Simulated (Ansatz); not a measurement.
# CdS: single point with PBE

Crystal: CdS.

```xyz
2
Lattice="0.0000 2.7532 2.7532 2.7532 0.0000 2.7532 2.7532 2.7532 0.0000" Properties=species:S:1:pos:R:3 pbc="T T T"
Cd    0.0000    0.0000    0.0000
S     2.7532    2.7532    2.7532
```

Measurements of this composition are mostly on another form, of space group No. 186.

| Item | Value |
| --- | --- |
| Program | Ansatz 0.2.0 |
| Task | single point |
| Functional | PBE |
| Potentials or basis | Ansatz PAW |
| Cutoff | 420 eV (not typed: the program's choice for these potentials) |
| k mesh | 8 × 8 × 8 |
| Occupations | gaussian, width 0.015 eV |
| Spin | no spin polarisation |

- Pressure: -0.4 GPa
- Band gap on the k mesh: 0.26 eV, indirect (least direct gap 1.55 eV)

Levels at points of the mesh, in eV from the valence-band top:
```csv
k point,band 10,band 11,band 12,band 13,band 14,band 15,band 16,band 17
"(0.00, 0.00, 0.00)",-7.57,-0.72,-0.72,-0.72,0.84,9.17,9.17,9.17
"(0.00, 0.00, -0.50)",-7.38,-4.75,0.00,0.00,3.52,5.89,5.89,6.67
"(0.00, -0.50, -0.50)",-6.67,-4.10,-2.06,-2.06,0.26,6.06,9.70,11.10
```

Wall time 0.64 s on 2 threads of Arm Neoverse V2 (shared host), peak memory 0.29 GiB.

A k mesh can miss the band edges.
